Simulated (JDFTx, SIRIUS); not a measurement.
This is a calculation of Ge (Germanium) for SIRIUS 7.10.0. Atoms were shifted at random by some hundredths of an Å from the given cell, which wasn't relaxed again for these runs. 

Contents of sirius.json:

```json
{
  "control": {
    "processing_unit": "cpu",
    "verbosity": 2,
    "num_bands_to_print": 22,
    "print_forces": true,
    "print_stress": true
  },
  "parameters": {
    "electronic_structure_method": "pseudopotential",
    "xc_functionals": ["XC_GGA_X_PBE_SOL", "XC_GGA_C_PBE_SOL"],
    "gk_cutoff": 8.9,
    "pw_cutoff": 17.8,
    "ngridk": [8, 8, 8],
    "shiftk": [0, 0, 0],
    "smearing": "fermi_dirac",
    "smearing_width": 0.0018374661,
    "num_bands": 22,
    "num_mag_dims": 0,
    "num_dft_iter": 100,
    "energy_tol": 1e-08,
    "density_tol": 1e-06
  },
  "iterative_solver": {
    "type": "davidson",
    "min_tolerance": 1e-09,
    "tolerance_scale": [0.1, 0.25]
  },
  "mixer": {
    "type": "anderson",
    "beta": 0.7,
    "max_history": 8
  },
  "settings": {
    "tol_ne": 1e-10,
    "pseudo_grid_cutoff": 6.5
  },
  "unit_cell": {
    "lattice_vectors": [
      [0.0, 0.707106781187, 0.707106781187],
      [0.707106781187, 0.0, 0.707106781187],
      [0.707106781187, 0.707106781187, 0.0]
    ],
    "lattice_vectors_scale": 7.5601949712,
    "atom_coordinate_units": "lattice",
    "atom_types": ["Ge"],
    "atom_files": {
      "Ge": "Ge.json"
    },
    "atoms": {
      "Ge": [
        [0.760966, 0.733256, 0.753339],
        [0.493445, 0.489395, 0.51015]
      ]
    }
  }
}
```

Potentials or basis: PseudoDojo 0.4.1 PBEsol standard (scalar relativistic).

The run is started by

```sh
$ upf_to_json Ge.upf
$ OMP_NUM_THREADS=1 sirius.scf --input=sirius.json --output=out.json --task=0
```

**Question.** Set up the same calculation for JDFTx 1.7.0 (patched build). Potentials or basis there: PseudoDojo-SR-PBEsol-0.4.1-standard with smoothed tails, cutoff 1061 eV.

**Answer.** As run (cutoffs and basis follow the program's own potentials, and thresholds, step limits or extra output files can differ):

Ge.in

```
lattice \
    0.0000000000     5.3458651312     5.3458651312 \
    5.3458651312     0.0000000000     5.3458651312 \
    5.3458651312     5.3458651312     0.0000000000
coords-type Lattice
ion Ge     0.7609660000     0.7332560000     0.7533390000 1
ion Ge     0.4934450000     0.4893950000     0.5101500000 1

ion-species pseudo/Ge.upf
elec-cutoff 39 312
elec-ex-corr gga-PBEsol
kpoint-folding 8 8 8
elec-smearing Fermi 0.0018374661
elec-n-bands 21
electronic-SCF nIterations 100 energyDiffThreshold 1e-09
electronic-minimize nIterations 30 energyDiffThreshold 1e-7
converge-empty-states yes
forces-output-coords Cartesian

dump-name run.$VAR
dump End Ecomponents EigStats BandEigs Kpoints Forces Stress
```

Potentials or basis: PseudoDojo-SR-PBEsol-0.4.1-standard with smoothed tails.

Launch:

```bash
$ jdftx -c 1 -i Ge.in -o Ge.out
```

Both were run:

|  | SIRIUS | JDFTx |
| --- | --- | --- |
| Pressure | 0.8 GPa | 0.8 GPa |
| Largest force | 0.687 eV/Å | 0.687 eV/Å |

Pressure is positive in compression.
